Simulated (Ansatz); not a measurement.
Input and command of a plane-wave DFT calculation in Ansatz:

```yaml
crystal:
  lattice:
    - [4.1515257608, 0.0, 0.0]
    - [0.0, 4.1515257608, 0.0]
    - [0.0, 0.0, 4.2964239628]
  atoms:
    - { symbol: Ba, position: [0.5, 0.5, 0.5945268445] }
    - { symbol: Ti, position: [0.0, 0.0, 0.1110922325] }
    - { symbol: O, position: [0.0, 0.5, 0.0610956585] }
    - { symbol: O, position: [0.5, 0.0, 0.0610956585] }
    - { symbol: O, position: [0.0, 0.0, 0.532186596] }
basis:
  ecutwfc: 500
kpoints:
  mp_grid: { grid: [8, 8, 8] }
hamiltonian:
  xc: r2scan
scf:
  occupations: { method: gaussian, width: 0.02 }
output:
  forces: true
  stress: true
  eigenvalues: true
relax:
  adjacent_minimum: "off"
  f_tol: 0.008
  max_steps: 40
```

```bash
ansatz run input.yaml --threads 1 --pin off --max-ram 2560MiB --backend cpu --events-out ev --progress --plain --runs-dir out
```

Processor: Intel(R) Xeon(R) 6975P-C (Granite Rapids), 1 thread, on a host shared with other jobs.

Task: How long does it run, and how much memory does it take?

Result: About 99 s on 1 thread of Intel(R) Xeon(R) 6975P-C (Granite Rapids), on a shared host, peak memory 0.59 GiB. It solves 25 bands at 75 k points (the mesh reduced by symmetry) with about 1863 plane waves, in 45 SCF iterations over 7 ionic steps.
